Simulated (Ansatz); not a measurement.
# PbO2 (Fm-3m) in Ansatz: settings compared

Aim: see how the results for PbO2 move with the level of theory and the settings. Levels: HSE03, HSEsol, HSE06. Tasks: band structure.

Program: Ansatz 0.2.0. These are calculated values, not measurements. Logs are shortened: lines on timing, memory, paths and dates and some standing lists are left out, and cuts for length are marked.

### Step 1. The crystal as given

The structure is cubic, space group Fm-3m (No. 225). The conventional cell has a = 5.404 Å, b = 5.404 Å, c = 5.404 Å, α = 90.00°, β = 90.00°, γ = 90.00°. Around Pb (site symmetry m-3m) lie 8 O at 2.34 Å. O (site symmetry -43m) is surrounded by 4 Pb at 2.34 Å.

The cell comes from a database or a generator and needn't be the stable form of this composition.

### Step 2. Band structure, HSE03

The input, input.yaml:

```yaml
crystal:
  lattice:
    - [0.0, 2.701992, 2.701992]
    - [2.701992, 0.0, 2.701992]
    - [2.701992, 2.701992, 0.0]
  atoms:
    - { symbol: Pb, position: [0.0, 0.0, 0.0] }
    - { symbol: O, position: [0.75, 0.75, 0.75] }
    - { symbol: O, position: [0.25, 0.25, 0.25] }
hamiltonian:
  xc: { exchange: pbe, correlation: pbe, exx: { coeff: 0.25, omega: 0.3 } }
  pseudopotentials: { kind: paw }
kpoints:
  mp_grid: { grid: [5, 5, 5] }
  band_path:
    path:
      - [[0.0, 0.0, 0.0], [0.5, 0.0, 0.5], [0.5, 0.25, 0.75], [0.375, 0.375, 0.75], [0.0, 0.0, 0.0], [0.5, 0.5, 0.5], [0.625, 0.25, 0.625], [0.5, 0.25, 0.75], [0.5, 0.5, 0.5], [0.375, 0.375, 0.75]]
      - [[0.625, 0.25, 0.625], [0.5, 0.0, 0.5]]
    npoints: 4
scf:
  occupations: { method: fermi_dirac, width: 0.05 }
  n_extra_bands: 7
output:
  forces: true
  stress: true
  eigenvalues: true
  fatbands: false
```

Potentials or basis: Ansatz PAW.

Launch:

```sh
ansatz run input.yaml --threads 2 --pin off --max-ram 5632MiB --backend cpu --events-out ev --progress --plain --runs-dir out
```

Standard output:

```text
Warning: output.stress: scf.convergence.dr2_threshold = 1e-7 eV (the SCF's general default) is looser than the 3e-10 eV advised for a printed stress (1e-10 eV for each atom of the cell: 3). What an SCF threshold leaves in a stress goes as its square root, and in the free energy as the threshold itself, and one threshold admits the most on a small cell: of the crystals measured, under no hybrid functional and no lock of the moments, on runs that ended without the residual-converged pass, on stresses that held no estimate of that error, the worst erred by over 100 MPa in a component at 1e-7 eV an atom and by under 5 at 1e-10. Set scf.convergence.dr2_threshold to 3e-10 eV or tighter. The threshold is an SCF's pass mark: one that does not reach it within its budget of iterations ends unconverged, or closes short of it on a stop that the run arms, and scf.convergence.dr2_threshold's page says what that costs each kind of run
Warning: output.stress: scf.exx.energy_threshold = 1e-6 eV is looser than the 3e-8 eV advised for a stress under a hybrid functional (1e-8 eV for each atom of the cell: 3). Every SCF of the exchange loop can meet its threshold on dr2 while the loop round them stops early: no threshold on dr2 bounds what that leaves in the stress. Set scf.exx.energy_threshold to 3e-8 eV or tighter. The threshold is the loop's pass mark: a loop that does not reach it within its budget of cycles ends unconverged, and scf.exx.energy_threshold's page has the law
Warning: RAYON_NUM_THREADS=2 ignored (pool sized by the plan → 2); use --threads N
scf.n_extra_bands = 7 over 13 filled bands (N_el = 26.0): the run solves 20 bands
Engine: ansatz 0.2.0, x86_64-unknown-linux-gnu
Pseudopotentials: kind: paw
Pseudopotential: Pb, paw, valence charge 14, recommended cutoff 420 eV (normal), Pb.paw.azcp
Pseudopotential: O, paw, valence charge 6, recommended cutoff 420 eV (normal), O.paw.azcp
Functional definition: unnamed
  parameter a_1 = 0.25
  parameter omega_1 = 0.3/angstrom
  exchange = pbe_x + (-a_1)*pbe_x_sr(omega_1) + a_1*exact_x_sr(omega_1)
  correlation = pbe_c
Crystal: 3 atoms, lattice volume = 39.453 Å³
Basis set: ecut = 420 eV, 749 PW (Γ), exchange–correlation on 54×54×54 points (8 copies of the dense FFT grid, shifted against one another)
Bands: 20, of which v1, the nominal top of the filled ones, is band 13 counted from 1 (12 counted from 0)
Symmetry: 48 space group operations
Space group: Fm-3m (ITA 225), of the structure as read, at distance tolerance 3.4e-5 Å
k-points: 10 of 125
Non-local potential: Pb, projectors of the file, l = 0: 2, l = 1: 2, l = 2: 2, l = 3: 2
Non-local potential: O, projectors of the file, l = 0: 2, l = 1: 2, l = 2: 1
PAW form: soft (Blöchl's): semilocal exchange-correlation on the pseudo side does not see the compensation charge
PAW frozen core: Pb, regenerated for the run's functional, and the local potential with it (the file was generated under x = pbe(κ = 0.804, μ = 0.2195149727645171), c = pbe(β = 0.06672455060314922))
PAW frozen core: O, regenerated for the run's functional, and the local potential with it (the file was generated under x = pbe(κ = 0.804, μ = 0.2195149727645171), c = pbe(β = 0.06672455060314922))
PAW one-centre angular grid: Pb, 590 points (default); XC on 64 Gauss nodes
PAW one-centre angular grid: O, 110 points (default); XC on 96 Gauss nodes
Initial density: superposition of atomic densities (neutral atoms: chi_scale 0, normalization atom), corrected by the library's trained network
Initial wavefunctions: pseudopotential atomic-orbital guess
Functional: x = pbe(κ = 0.804, μ = 0.2195149727645171), c = pbe(β = 0.06672455060314922), warm-up for x = pbe(κ = 0.804, μ = 0.2195149727645171) + 0.25 (exact − pbe) at short range (hse, ω = 0.3 Å⁻¹), c = pbe(β = 0.06672455060314922)
SCF iter   1: F=—  HF=-13038.407255 eV  |F-HF|=—  |Δ(HF+E_count)|=         —  Δρ=2.65e-3  dr2=2.78e-3  ethr=1.77e-3  ⟨swp⟩=12.7  Hψ=1004  notcnv=0
preconditioner: auto → none  [insulator: Δε(μ)=0.796 eV  Ē_g=20.162 eV  σ=0.050 eV  W_gap=0.97  n_scr=14 (ndim 8)  ℏωp=30.1 eV  f_vac=0.058  D(μ)=0.31/eV (n_scr^D=0)]
SCF iter   2: F=—  HF=-13038.406962 eV  |F-HF|=—  |Δ(HF+E_count)|=   2.92e-4  Δρ=1.83e-3  dr2=7.43e-4  ethr=1.07e-5  ⟨swp⟩=3.8  Hψ=551  notcnv=0  defer=4
SCF iter   3: F=—  HF=-13038.406999 eV  |F-HF|=—  |Δ(HF+E_count)|=   3.64e-5  Δρ=8.47e-4  dr2=1.10e-4  ethr=2.86e-6  ⟨swp⟩=3.3  Hψ=396  notcnv=0  defer=4
SCF iter   4: F=—  HF=-13038.407059 eV  |F-HF|=—  |Δ(HF+E_count)|=   6.04e-5  Δρ=3.24e-4  dr2=1.60e-5  ethr=4.25e-7  ⟨swp⟩=3.1  Hψ=387  notcnv=0  defer=2
iter 5 solved again at ethr=3.51e-9 eV; its pass at ethr=6.17e-8 eV (dr2=9.13e-7 eV) is discarded
[... 27 lines left out ...]
hybrid outer 2: dexx = +2.923e-6 eV, tail = 1.73e-8 eV, Δε = 8.70e-3 eV (about 1.47e-4 eV left of the loop's levels)
NSCF: frozen V_eff on 42 k-points
hybrid SCF converged: 2 outer / 9 inner (+6 warm-up), last move |dexx| = 2.92e-6 eV, tail = 1.73e-8 eV
Stability not checked: this state was not tested for a lower state beside it, because the functional holds exact exchange (a hybrid, or Hartree-Fock), whose exchange loop this test does not read (fock_operator; see scf.lower_state_search)
Free energy (F): -13040.974440 eV
Frozen-core exchange: fock
Harris-Foulkes:  -13040.974440 eV  (|F-HF|=4.57e-10)
Internal energy: -13040.970674 eV  (E = F + TS)
E sigma→0 (E₀):  -13040.972557 eV
Entropy (-TS):   -0.003766 eV (-1.255 meV/atom)
Fermi energy:    8.788941 eV
--- Per-component energies (eV) ---
  E_band       = -48.898036
  E_kinetic    = 638.980577
  E_local      = -1504.829272  (includes V_loc(G=0)·N_el)
  E_nonlocal   = 449.330614
  E_hartree    = 576.488356
  E_xc         = -293.329516
  E_vxc        = -253.149257  (∫ρ·V_xc dr)
  E_exx        = -64.879819  (= α·E_x^exact, valence–valence)
  E_paw        = -10742.387306  (= ΣΔE_a)
  E_vpaw       = -402.452819  (= ΣTr[D̂ρ^β])
  E_aug_tail   = 0.004795  (compensation charges beyond the density's cutoff)
  E_ewald      = -2100.604185
  E_core_change = 0.255072  (= ΣΔE_core)
  E_smearing   = -0.003766  (= −TS)
  E_closure    = 0.000010  (closes the sum)
  Σ components = -13040.974440   (vs F -13040.974440, Δ=0.00e0)
--- Forces (eV/Å), atoms counted from 1 ---
  atom   1  Pb    -0.00000000    -0.00000000     0.00000000
  atom   2  O      0.00000000     0.00000000     0.00000000
  atom   3  O      0.00000000     0.00000000     0.00000000
  max |Σ_I F_I| component: 3.70e-17 eV/Å
--- Stress (GPa, compression-positive) ---
      -10.569070      -0.000000      -0.000000
       -0.000000     -10.569070      -0.000000
       -0.000000      -0.000000     -10.569070
  P = ⅓ Tr σ = -10.5691 GPa (-105.691 kbar)
--- Band table (eV; the first three rows and the last of 10) ---
  k-point 0: bands = ["-11.3857", "-8.4982", "-8.2083", "-8.2083", "-8.2083", "-7.9186", "-7.9186", "6.6294", "6.6294", "6.6294", "6.8184", "7.5182", "7.5182", "7.5182", "17.0029", "17.0029", "17.0029", "21.8320", "25.7210", "25.7210"]
  k-point 1: bands = ["-11.0830", "-9.4281", "-8.1662", "-8.1662", "-7.9186", "-7.9186", "-7.2453", "4.1280", "6.1886", "6.3353", "6.3353", "7.4294", "7.4294", "10.2277", "16.5488", "17.8305", "17.8305", "24.3187", "25.5197", "25.5197"]
  k-point 2: bands = ["-10.7237", "-9.7305", "-8.1252", "-8.1252", "-7.8885", "-7.8885", "-6.8023", "2.3460", "5.4404", "5.9029", "5.9029", "7.2770", "7.2770", "12.0954", "17.0250", "19.4224", "19.4224", "24.8555", "25.3295", "25.3295"]
  k-point 9: bands = ["-10.3173", "-10.2887", "-7.9923", "-7.9788", "-7.9013", "-7.4285", "-6.7947", "0.7340", "3.9682", "5.4758", "6.6156", "8.2152", "8.6195", "11.9870", "17.5127", "19.4461", "20.0297", "21.0963", "26.1438", "27.7101"]
```

Run time: 3.6 min. Hardware: 2 threads of Intel Xeon Platinum 8259CL at 2.50GHz (Skylake/Cascade Lake), shared host; peak memory 0.91 GiB.

Results:

```yaml
Free_energy: -13040.9744 eV
Pressure: -10.6 GPa
Band_gap_on_the_k_mesh: none (metal or under the smearing width)
```

Levels at the corners of the path, in eV from the Fermi level:
```csv
point,band 9,band 10,band 11,band 12,band 13,band 14,band 15,band 16,band 17,band 18
Γ,-2.16,-2.16,-1.97,-1.27,-1.27,-1.27,8.21,8.21,8.21,13.04
X,-4.78,-4.78,-0.27,-0.14,-0.14,2.65,7.40,10.73,12.46,12.46
W,-5.10,-2.74,-2.74,-0.43,0.02,3.28,9.91,9.91,10.43,12.61
K,-4.49,-4.30,-1.37,-0.53,-0.25,3.17,8.86,10.29,11.73,12.13
Γ,-2.16,-2.16,-1.97,-1.27,-1.27,-1.27,8.21,8.21,8.21,13.04
L,-3.48,-2.96,-2.96,-1.54,-1.54,3.56,8.41,10.96,10.96,15.79
U,-4.49,-4.30,-1.37,-0.53,-0.25,3.17,8.86,10.29,11.73,12.13
W,-5.10,-2.74,-2.74,-0.43,0.02,3.28,9.91,9.91,10.43,12.61
L,-3.48,-2.96,-2.96,-1.54,-1.54,3.56,8.41,10.96,10.96,15.79
K,-4.49,-4.30,-1.37,-0.53,-0.25,3.17,8.86,10.29,11.73,12.13
U,-4.49,-4.30,-1.37,-0.53,-0.25,3.17,8.86,10.29,11.73,12.13
X,-4.78,-4.78,-0.27,-0.14,-0.14,2.65,7.40,10.73,12.46,12.46
```

Caveat: the k mesh is coarse (spacing up to 0.40 Å⁻¹), so the values aren't converged, least of all with exact exchange; the pressure holds a Pulay correction of +0.4 GPa for the finite cutoff; spin-orbit coupling is left out, which moves the levels of the heavy elements; the PAW data sets come from PBE, with cores solved anew for the run's functional, which leaves a small shift of forces and pressure; the thresholds are loose for stress.

### Step 3. Band structure, HSEsol

input.yaml, as its differences from that of step 2:

```diff
@@ -10,3 +10,6 @@
 hamiltonian:
-  xc: { exchange: pbe, correlation: pbe, exx: { coeff: 0.25, omega: 0.3 } }
+  xc:
+    exchange: hjs_pbesol
+    correlation: pbesol
+    exx: { coeff: 0.25, omega: 0.207 }
   pseudopotentials: { kind: paw }
```

Potentials or basis: Ansatz PAW.

Launch:

```sh
ansatz run input.yaml --threads 2 --pin off --max-ram 5632MiB --backend cpu --events-out ev --progress --plain --runs-dir out
```

Run time: 3.7 min. Hardware: 2 threads of Intel Xeon Platinum 8259CL at 2.50GHz (Skylake/Cascade Lake), shared host; peak memory 0.91 GiB.

It converged, with:

```yaml
Free_energy: -12919.3199 eV
Pressure: -15.3 GPa
Band_gap_on_the_k_mesh: none (metal or under the smearing width)
```

Levels at the corners of the path, in eV from the Fermi level:
| point | band 9 | band 10 | band 11 | band 12 | band 13 | band 14 | band 15 | band 16 | band 17 | band 18 |
| --- | --- | --- | --- | --- | --- | --- | --- | --- | --- | --- |
| Γ | -2.18 | -2.18 | -1.91 | -1.27 | -1.27 | -1.27 | 8.33 | 8.33 | 8.33 | 13.05 |
| X | -4.86 | -4.86 | -0.29 | -0.14 | -0.14 | 2.83 | 7.53 | 10.80 | 12.66 | 12.66 |
| W | -5.19 | -2.79 | -2.79 | -0.45 | 0.02 | 3.49 | 10.09 | 10.09 | 10.48 | 12.79 |
| K | -4.57 | -4.38 | -1.40 | -0.54 | -0.26 | 3.37 | 9.02 | 10.39 | 11.87 | 12.33 |
| Γ | -2.18 | -2.18 | -1.91 | -1.27 | -1.27 | -1.27 | 8.33 | 8.33 | 8.33 | 13.05 |
| L | -3.55 | -3.01 | -3.01 | -1.56 | -1.56 | 3.79 | 8.54 | 11.13 | 11.13 | 15.89 |
| U | -4.57 | -4.38 | -1.40 | -0.54 | -0.26 | 3.37 | 9.02 | 10.39 | 11.87 | 12.33 |
| W | -5.19 | -2.79 | -2.79 | -0.45 | 0.02 | 3.49 | 10.09 | 10.09 | 10.48 | 12.79 |
| L | -3.55 | -3.01 | -3.01 | -1.56 | -1.56 | 3.79 | 8.54 | 11.13 | 11.13 | 15.89 |
| K | -4.57 | -4.38 | -1.40 | -0.54 | -0.26 | 3.37 | 9.02 | 10.39 | 11.87 | 12.33 |
| U | -4.57 | -4.38 | -1.40 | -0.54 | -0.26 | 3.37 | 9.02 | 10.39 | 11.87 | 12.33 |
| X | -4.86 | -4.86 | -0.29 | -0.14 | -0.14 | 2.83 | 7.53 | 10.80 | 12.66 | 12.66 |

Caveat: the k mesh is coarse (spacing up to 0.40 Å⁻¹), so the values aren't converged, least of all with exact exchange; so large a pressure means that the cell lies far from this level's equilibrium, or that cutoff or potentials fall short; the pressure holds a Pulay correction of +0.5 GPa for the finite cutoff; spin-orbit coupling is left out, which moves the levels of the heavy elements; the PAW data sets come from PBE, with cores solved anew for the run's functional, which leaves a small shift of forces and pressure; the thresholds are loose for stress.

### Step 4. Band structure, HSE06

input.yaml, as its differences from that of step 3:

```diff
@@ -10,6 +10,3 @@
 hamiltonian:
-  xc:
-    exchange: hjs_pbesol
-    correlation: pbesol
-    exx: { coeff: 0.25, omega: 0.207 }
+  xc: hse06
   pseudopotentials: { kind: paw }
```

Launch:

```sh
ansatz run input.yaml --threads 2 --pin off --max-ram 5632MiB --backend cpu --events-out ev --progress --plain --runs-dir out
```

It took 2.2 min on 2 threads of Arm Neoverse V1, shared host; peak memory 0.77 GiB.

It converged, with:

```yaml
Free_energy: -13041.0191 eV
Pressure: -11.2 GPa
Band_gap_on_the_k_mesh: none (metal or under the smearing width)
```

Levels at the corners of the path, in eV from the Fermi level:
| point | band 9 | band 10 | band 11 | band 12 | band 13 | band 14 | band 15 | band 16 | band 17 | band 18 |
| --- | --- | --- | --- | --- | --- | --- | --- | --- | --- | --- |
| Γ | -2.17 | -2.17 | -1.85 | -1.25 | -1.25 | -1.25 | 8.47 | 8.47 | 8.47 | 13.29 |
| X | -4.81 | -4.81 | -0.29 | -0.14 | -0.14 | 2.90 | 7.64 | 10.99 | 12.75 | 12.75 |
| W | -5.13 | -2.76 | -2.76 | -0.44 | 0.02 | 3.53 | 10.18 | 10.18 | 10.68 | 12.89 |
| K | -4.52 | -4.33 | -1.38 | -0.54 | -0.26 | 3.42 | 9.12 | 10.56 | 12.00 | 12.42 |
| Γ | -2.17 | -2.17 | -1.85 | -1.25 | -1.25 | -1.25 | 8.47 | 8.47 | 8.47 | 13.29 |
| L | -3.51 | -2.98 | -2.98 | -1.55 | -1.55 | 3.81 | 8.67 | 11.24 | 11.24 | 16.05 |
| U | -4.52 | -4.33 | -1.38 | -0.54 | -0.26 | 3.42 | 9.12 | 10.56 | 12.00 | 12.42 |
| W | -5.13 | -2.76 | -2.76 | -0.44 | 0.02 | 3.53 | 10.18 | 10.18 | 10.68 | 12.89 |
| L | -3.51 | -2.98 | -2.98 | -1.55 | -1.55 | 3.81 | 8.67 | 11.24 | 11.24 | 16.05 |
| K | -4.52 | -4.33 | -1.38 | -0.54 | -0.26 | 3.42 | 9.12 | 10.56 | 12.00 | 12.42 |
| U | -4.52 | -4.33 | -1.38 | -0.54 | -0.26 | 3.42 | 9.12 | 10.56 | 12.00 | 12.42 |
| X | -4.81 | -4.81 | -0.29 | -0.14 | -0.14 | 2.90 | 7.64 | 10.99 | 12.75 | 12.75 |

Caveat: the k mesh is coarse (spacing up to 0.40 Å⁻¹), so the values aren't converged, least of all with exact exchange; the pressure holds a Pulay correction of +0.4 GPa for the finite cutoff; spin-orbit coupling is left out, which moves the levels of the heavy elements; the PAW data sets come from PBE, with cores solved anew for the run's functional, which leaves a small shift of forces and pressure; the thresholds are loose for stress.

### Step 5. Overview

```csv
level,gap on the mesh (eV),pressure (GPa)
HSE03,none,-10.6
HSEsol,none,-15.3
HSE06,none,-11.2
```

Alike in all rows: task band structure; potentials or basis Ansatz PAW; no spin polarisation; cell as given; k mesh 5 × 5 × 5; cutoff (eV) 420; smearing fermi-dirac 0.05 eV; the mesh is coarse, so values aren't converged.

Caveats: all runs use coarse meshes; spin-orbit coupling is left out, which moves the levels of the heavy elements; the PAW data sets come from PBE, with cores solved anew for the run's functional, which leaves a small shift of forces and pressure; the thresholds are loose for stress; so large a pressure means that the cell lies far from this level's equilibrium, or that cutoff or potentials fall short (some runs).

Absolute energies hang on the potentials; compare differences alone.
